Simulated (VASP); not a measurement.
# TaN (P6/mmm) in VASP: electric field gradients with PBE

Aim: the electric field gradients of TaN with PBE.

Program: VASP 6.6.1. These are calculated values, not measurements. Logs are shortened: lines on timing, memory, paths and dates and some standing lists are left out, and cuts for length are marked.

### 1 Starting point

It takes space group P6/mmm (No. 191, hexagonal). Conventional cell: a = 5.185 Å, b = 5.185 Å, c = 2.908 Å, α = 90.00°, β = 90.00°, γ = 120.00°. Ta (site symmetry 6/mmm) has 6 N at 2.59 Å and 2 Ta at 2.91 Å as nearest neighbours. Ta (site symmetry -6m2) has 6 N at 2.09 Å as nearest neighbours. N (site symmetry mmm) is surrounded by 4 Ta at 2.09 Å.

### 2 Electric field gradients, PBE

INCAR reads:

```
SYSTEM = TaN
  PREC = Accurate
  ENCUT = 520
  EDIFF = 1E-8
  ISMEAR = -1
  SIGMA = 0.02
  LREAL = .False.
  LASPH = .True.
  NELM = 100
  ALGO = Normal
  ISIF = 2
  LWAVE = .False.
  LCHARG = .False.
  GGA = PE
  LEFG = .True.
  NBANDS = 33
```

KPOINTS reads:

```
Automatic mesh
0
Gamma
  6 6 9
  0 0 0
```

POSCAR reads:

```
TaN
1.0
    5.1849992558      0.0000000000      0.0000000000
   -2.5924996279      4.4903410741      0.0000000000
    0.0000000000      0.0000000000      2.9080000000
Ta N
3 3
Direct
    0.0000000000      0.0000000000      0.0000000000
    0.3333333333      0.6666666667      0.5000000000
    0.6666666667      0.3333333333      0.5000000000
    0.5000000000      0.0000000000      0.0000000000
    0.5000000000      0.5000000000      0.0000000000
    0.0000000000      0.5000000000      0.0000000000
```

Potentials or basis: VASP PAW PBE potentials, release 64 (Ta_pv, N).

Launch:

```
$ cat potpaw_PBE.64/Ta_pv/POTCAR potpaw_PBE.64/N/POTCAR > POTCAR
$ mpirun -np 1 vasp_std > vasp.out
```

OUTCAR:

```text
SYSTEM = TaN
   PREC = Accurate
   ENCUT = 520
   EDIFF = 1E-8
   ISMEAR = -1
   LREAL = .False.
   LASPH = .True.
   NELM = 100
   ISIF = 2
   GGA = PE

 ion  position               nearest neighbor table
   1  0.000  0.000  0.000-   5 2.59   6 2.59   6 2.59   5 2.59   4 2.59   4 2.59   3 3.33   3 3.33
                             2 3.33   2 3.33   2 3.33   3 3.33   2 3.33   3 3.33   2 3.33   3 3.33
   2  0.333  0.667  0.500-   4 2.09   4 2.09   6 2.09   6 2.09   5 2.09   5 2.09   3 2.99   3 2.99
                             3 2.99   1 3.33   1 3.33   1 3.33   1 3.33   1 3.33   1 3.33
   3  0.667  0.333  0.500-   4 2.09   4 2.09   6 2.09   6 2.09   5 2.09   5 2.09   2 2.99   2 2.99
                             2 2.99   1 3.33   1 3.33   1 3.33   1 3.33   1 3.33   1 3.33
   4  0.500  0.000  0.000-   2 2.09   3 2.09   2 2.09   3 2.09   1 2.59   1 2.59
   5  0.500  0.500  0.000-   2 2.09   3 2.09   2 2.09   3 2.09   1 2.59   1 2.59
   6  0.000  0.500  0.000-   2 2.09   3 2.09   2 2.09   3 2.09   1 2.59   1 2.59

  LATTYP: Found a hexagonal cell.
 ALAT       =     5.1849992558
 C/A-ratio  =     0.5608486822

  Lattice vectors:

 A1 = (   5.1849992558,   0.0000000000,   0.0000000000)
 A2 = (  -2.5924996279,   4.4903410741,   0.0000000000)
 A3 = (   0.0000000000,   0.0000000000,   2.9080000000)

Analysis of symmetry for initial positions (statically):
=====================================================================
 Subroutine PRICEL returns:
 Original cell was already a primitive cell.

 Routine SETGRP: Setting up the symmetry group for a
 hexagonal supercell.

 Subroutine GETGRP returns: Found 24 space group operations
 (whereof 24 operations were pure point group operations)
 out of a pool of 24 trial point group operations.

The static configuration has the point symmetry D_6h.

Analysis of symmetry for dynamics (positions and initial velocities):
=====================================================================
 Subroutine PRICEL returns:
 Original cell was already a primitive cell.

 Routine SETGRP: Setting up the symmetry group for a
 hexagonal supercell.

 Subroutine GETGRP returns: Found 24 space group operations
 (whereof 24 operations were pure point group operations)
 out of a pool of 24 trial point group operations.

The dynamic configuration has the point symmetry D_6h.

 Subroutine INISYM returns: Found 24 space group operations
 (whereof 24 operations are pure point group operations),
 and found     1 'primitive' translations

----------------------------------------------------------------------------------------

                                     Primitive cell

  volume of cell :      67.7053

  direct lattice vectors                    reciprocal lattice vectors
     5.184999256  0.000000000  0.000000000     0.192864059  0.111350116  0.000000000
    -2.592499628  4.490341074  0.000000000     0.000000000  0.222700232  0.000000000
     0.000000000  0.000000000  2.908000000     0.000000000  0.000000000  0.343878955

  length of vectors
     5.184999256  5.184999256  2.908000000     0.222700232  0.222700232  0.343878955

  position of ions in fractional coordinates (direct lattice)
     0.000000000  0.000000000  0.000000000
     0.333333333  0.666666667  0.500000000
     0.666666667  0.333333333  0.500000000
     0.500000000  0.000000000  0.000000000
     0.500000000  0.500000000  0.000000000
     0.000000000  0.500000000  0.000000000

  ion indices of the primitive-cell ions
   primitive index   ion index
                 1           1
                 2           2
                 3           3
                 4           4
                 5           5
                 6           6

----------------------------------------------------------------------------------------

 KPOINTS: Automatic mesh

Automatic generation of k-mesh.
 Grid dimensions read from file:
 generate k-points for:    6    6    9

 Generating k-lattice:

  Cartesian coordinates                     Fractional coordinates (reciprocal lattice)
     0.032144010  0.018558353  0.000000000     0.166666667  0.000000000  0.000000000
     0.000000000  0.037116705  0.000000000     0.000000000  0.166666667  0.000000000
     0.000000000  0.000000000  0.038208773     0.000000000  0.000000000  0.111111111

  Length of vectors
     0.037116705  0.037116705  0.038208773

  Shift w.r.t. Gamma in fractional coordinates (k-lattice)
     0.000000000  0.000000000  0.000000000

 Subroutine IBZKPT returns following result:
 ===========================================

 Found     35 irreducible k-points:

 Following reciprocal coordinates:
            Coordinates               Weight
  0.000000  0.000000  0.000000      1.000000
  0.166667 -0.000000  0.000000      6.000000
  0.333333 -0.000000  0.000000      6.000000
  0.500000  0.000000  0.000000      3.000000
  0.166667  0.166667  0.000000      6.000000
  0.333333  0.166667  0.000000     12.000000
[... 16 lines left out ...]
  0.166667 -0.000000  0.333333     12.000000
  0.333333 -0.000000  0.333333     12.000000
 [... further k-points ...]
   k-points           NKPTS =     35   k-points in BZ     NKDIM =     35   number of bands    NBANDS=     33
   number of dos      NEDOS =    301   number of ions     NIONS =      6
   total plane-waves  NPLWV =  38400
   dimension x,y,z NGX =    40 NGY =   40 NGZ =   24
   dimension x,y,z NGXF=    80 NGYF=   80 NGZF=   48
   ions per type =               3   3
   NGX,Y,Z   is equivalent  to a cutoff of  12.83, 12.83, 13.72 a.u.
   NGXF,Y,Z  is equivalent  to a cutoff of  25.65, 25.65, 27.44 a.u.
 SYSTEM =  TaN
   PREC   = accura    normal or accurate (medium, high low for compatibility)
   ISTART =      0    job   : 0-new  1-cont  2-samecut
   ICHARG =      2    charge: 1-file 2-atom 10-const
   ISPIN  =      1    spin polarized calculation?
   LNONCOLLINEAR =      F non collinear calculations
   LSORBIT =      F    spin-orbit coupling
   LASPH  =      T    aspherical Exc in radial PAW
   ENCUT  =  520.0 eV  38.22 Ry    6.18 a.u.   9.64  9.64  5.41*2*pi/ulx,y,z
   NELM   =    100;   NELMIN=  2; NELMDL= -5     # of ELM steps
   EDIFF  = 0.1E-07   stopping-criterion for ELM
   LREAL  =      F    real-space projection
   EDIFFG = 0.1E-06   stopping-criterion for IOM
   NSW    =      0    number of steps for IOM
   IBRION =     -1    ionic relax: 0-MD 1-quasi-New 2-CG
   NFREE  =      0    steps in history (QN), initial steepest desc. (CG)
   ISIF   =      2    stress and relaxation
   ISYM   =      2    0-nonsym 1-usesym 2-fastsym
   POTIM  = 0.5000    time-step for ionic-motion
   TEBEG  =    0.0;   TEEND  =   0.0 temperature during run
   PSTRESS=    0.0 pullay stress
   NELECT =      48.0000    total number of electrons
   NUPDOWN=      -1.0000    fix difference up-down
   EMIN   =  10.00;   EMAX   =-10.00  energy-range for DOS
   EFERMI =   0.00;   METHOD = LEGACY
   ISMEAR =    -1;   SIGMA  =   0.02  broadening in eV -4-tet -1-fermi 0-gaus
   EFERMI_NEDOS =   21; number of points for ismear=-14 and -15
   IALGO  =     38    algorithm
   IMIX   =      4    mixing-type and parameters
     AMIX     =   0.40;   BMIX     =  1.00
     AMIX_MAG =   1.60;   BMIX_MAG =  1.00
  volume/ion in A,a.u.               =      11.28        76.15
  Fermi-wavevector in a.u.,A,eV,Ry     =   1.459759  2.758544 28.992597  2.130896
  Thomas-Fermi vector in A             =   2.576288
   LORBIT       =      0    0 simple, 1 ext, 2 COOP (PROOUT), +10 PAW based schemes
   GGA     = PE    functional components
   LHFCALC =     F    Hartree Fock is set to
   AEXX    =    0.0000 exact exchange contribution
   IVDW    =     0    specifies the selected vdW correction
   LEPSILON=     F    determine dielectric tensor
   LRPA    =     F    only Hartree local field effects (RPA)
 non-spin polarized calculation
  energy-cutoff  :      520.00
  volume of cell :       67.71
 maximum number of plane-waves:      1842
 NGX is ok and might be reduce to    40
   NGX = 19   NGY = 19   NGZ = 11

 number of electron      47.9999998 magnetization

 Free energy of the ion-electron system (eV)
  ---------------------------------------------------
  ext. energy  EPLUGINS =         0.00000000
  ---------------------------------------------------
  free energy    TOTEN  =       -64.70805321 eV

  energy without entropy =      -64.70689859  energy(sigma->0) =      -64.70747590

 E-fermi :   8.0586     XC(G=0): -13.0568

 val. band max:        8.0543743925   @ k =   0.1667  -0.0000   0.2222
 cond. band min:       8.0875888757   @ k =   0.0000   0.0000   0.2222
 fundamental gap:      0.0332144832
 Fermi energy:         8.0586075841

 k-point     1 :       0.0000    0.0000    0.0000
  band No.  band energies     occupation
      1     -27.9936      2.00000
      2     -27.9936      2.00000
      3     -27.6029      2.00000
      4     -27.6029      2.00000
      5     -27.3797      2.00000
      6     -27.2713      2.00000
[... 25 lines left out ...]
     32      11.4969      0.00000
     33      11.4969      0.00000

 k-point     2 :       0.1667   -0.0000    0.0000
  band No.  band energies     occupation
      1     -28.0141      2.00000
      2     -27.9818      2.00000
      3     -27.5856      2.00000
      4     -27.5744      2.00000
      5     -27.3713      2.00000
      6     -27.3041      2.00000
[... 25 lines left out ...]
     32      11.6025      0.00000
     33      11.8076      0.00000
[... 754 lines left out ...]
     32      11.6997      0.00000
     33      12.1353      0.00000

 k-point    24 :       0.3333   -0.0000    0.3333
  band No.  band energies     occupation
      1     -28.0620      2.00000
      2     -27.9303      2.00000
      3     -27.9045      2.00000
      4     -27.8042      2.00000
      5     -27.5236      2.00000
      6     -27.4246      2.00000
[... 25 lines left out ...]
     32      11.9733      0.00000
     33      12.6185      0.00000

 [... further k-points ...]

------------------------ aborting loop because EDIFF is reached ----------------------------------------

  FORCE on cell =-STRESS in cart. coord.  units (eV):
  Direction    XX          YY          ZZ          XY          YZ          ZX
  --------------------------------------------------------------------------------------
  -------------------------------------------------------------------------------------
  Total        4.3632642      4.3632642      5.4167808      0.0000000      0.0000000      0.0000000
  in kB      103.2522840    103.2522840    128.1827004      0.0000000      0.0000000      0.0000000
  external PRESSURE =     111.5624228 kB  Pullay stress =       0.0000000 kB

 VOLUME and BASIS-vectors are now :
 -----------------------------------------------------------------------------
  energy-cutoff  :      520.00
  volume of cell :       67.71
      direct lattice vectors                 reciprocal lattice vectors
     5.184999256  0.000000000  0.000000000     0.192864059  0.111350116  0.000000000
    -2.592499628  4.490341074  0.000000000     0.000000000  0.222700232  0.000000000
     0.000000000  0.000000000  2.908000000     0.000000000  0.000000000  0.343878955

 POSITION                                       TOTAL-FORCE (eV/Angst)
 -----------------------------------------------------------------------------------
      0.00000      0.00000      0.00000        -0.000000      0.000000     -0.000000
     -0.00000      2.99356      1.45400         0.000000     -0.000000      0.000000
      2.59250      1.49678      1.45400        -0.000000      0.000000     -0.000000
      2.59250      0.00000      0.00000        -0.000000      0.000000     -0.000000
      1.29625      2.24517      0.00000        -0.000000      0.000000     -0.000000
     -1.29625      2.24517      0.00000        -0.000000      0.000000     -0.000000
 -----------------------------------------------------------------------------------
    total drift:                               -0.000000      0.000000     -0.000000

  FREE ENERGIE OF THE ION-ELECTRON SYSTEM (eV)
  ---------------------------------------------------
  free  energy   TOTEN  =       -64.7080532063 eV

  energy  without entropy=      -64.7068985930  energy(sigma->0) =      -64.70747590

 Electric field gradients (V/A^2)
---------------------------------------------------------------------
 ion       V_xx      V_yy      V_zz      V_xy      V_xz      V_yz
---------------------------------------------------------------------
   1     175.018   175.018  -350.036    -0.000    -0.000     0.000
   2     181.559   181.559  -363.118     0.000     0.000     0.000
   3     181.559   181.559  -363.118     0.000     0.000    -0.000
   4      32.353   -28.447    -3.907    -0.001     0.000     0.000
   5     -13.247    17.154    -3.908    26.328     0.000    -0.000
   6     -13.246    17.153    -3.907   -26.327    -0.000    -0.000
---------------------------------------------------------------------

 Electric field gradients after diagonalization (V/A^2)
 (convention: |V_zz| > |V_xx| > |V_yy|)
----------------------------------------------------------------------
 ion       V_xx      V_yy      V_zz     asymmetry (V_yy - V_xx)/ V_zz
----------------------------------------------------------------------
   1     175.018   175.018  -350.036       0.000
   2     181.560   181.559  -363.118       0.000
   3     181.560   181.559  -363.118       0.000
   4     -28.447    -3.907    32.353       0.759
   5     -28.447    -3.908    32.354       0.758
   6     -28.447    -3.907    32.353       0.759
----------------------------------------------------------------------

           NMR quadrupolar parameters

 Cq : quadrupolar parameter    Cq=e*Q*V_zz/h
 eta: asymmetry parameters     (V_yy - V_xx)/ V_zz
 Q  : nuclear electric quadrupole moment in mb (millibarn)
----------------------------------------------------------------------
 ion       Cq(MHz)       eta       Q (mb)
----------------------------------------------------------------------
   1      -0.846       0.000       1.000
   2      -0.878       0.000       1.000
   3      -0.878       0.000       1.000
   4       0.078       0.759       1.000
   5       0.078       0.758       1.000
   6       0.078       0.759       1.000
----------------------------------------------------------------------
```

Run time: 71 s. Hardware: 1 thread of Intel Xeon Platinum 8488C (Sapphire Rapids), shared host; peak memory 0.21 GiB.

Results:

- Free energy: -64.7081 eV
- Pressure: 11.2 GPa
- Band gap on the k mesh: none (metal or under the smearing width)

Stress tensor (GPa, compression positive):
```
10.33  0.00  0.00
 0.00 10.33  0.00
 0.00  0.00 12.82
```

Levels at points of the mesh, in eV from the Fermi level:
| k point | band 20 | band 21 | band 22 | band 23 | band 24 | band 25 | band 26 | band 27 | band 28 | band 29 |
| --- | --- | --- | --- | --- | --- | --- | --- | --- | --- | --- |
| (0.00, 0.00, 0.00) | -2.86 | -2.86 | -2.35 | -1.89 | -1.08 | -1.08 | 0.98 | 0.98 | 1.43 | 2.34 |
| (0.50, 0.00, 0.00) | -4.48 | -3.26 | -2.76 | -1.54 | -0.52 | 1.52 | 2.01 | 2.03 | 2.44 | 2.59 |

Electric field gradients, principal values (V/Å²):
```csv
atom,Vxx,Vyy,Vzz
1 Ta,175.018,175.018,-350.036
2 Ta,181.559,181.560,-363.118
3 Ta,181.559,181.560,-363.118
4 N,-3.907,-28.447,32.353
5 N,-3.908,-28.447,32.354
6 N,-3.907,-28.447,32.353
```
